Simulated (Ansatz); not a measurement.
# A thicker film of BaZrO3 (001), ZrO2 faces from four thinner ones

In a field along its normal an insulating film takes a dipole p. Written as a length, p/(ε₀AE), it should grow by 1 − 1/ε for each ångström added.

Set-up. Ansatz 0.2.0, plane waves with PAW datasets (its set soft_2), PBEsol; perovskite films relaxed at a bulk in-plane lattice constant near the measured one, then held in weak fields of both signs with a dipole correction (A is the cell's area, E the outer field).

```
    run  distance between the outer atoms (Å)  p/(ε₀AE) (Å)
2 units                                 8.173         8.819
3 units                                12.351        12.151
4 units                                16.528        15.481
5 units                                20.704        18.812
6 units                                24.880             ?
```

**Question.** What value belongs in the row marked “?”, and how far can the other rows tell?

A least-squares line through the 4 rows shown has slope 0.7974 and intercept 2.3021; no row lies more than 0.001 Å off it. That slope means ε = 1/(1 − 0.7974) = 4.94. At 24.880 it gives 0.7974 × 24.880 + 2.3021 = 22.141 Å, beyond the rows fitted. Rounding and scatter of the rows alone allow about ±0.001 Å there.

The run itself gives 22.141 Å: a miss of 0.000 Å, or 0.0 % of the value. The length is met to within 1 %, though ε is more sensitive than the length: the two thickest films give ε = 4.93.

Caveats: This is the electronic response alone. A unit is one step of the cut along the normal (a plane, a pair of planes or a cell), and the layers relax along it, away from their bulk spacing where the functional's lattice constant differs from the one held.

[Logs are printed without paths, hosts, clocks, repeated set-up lines and the standing remarks that a program may print on its own settings, such as how far it seeks lower states.]
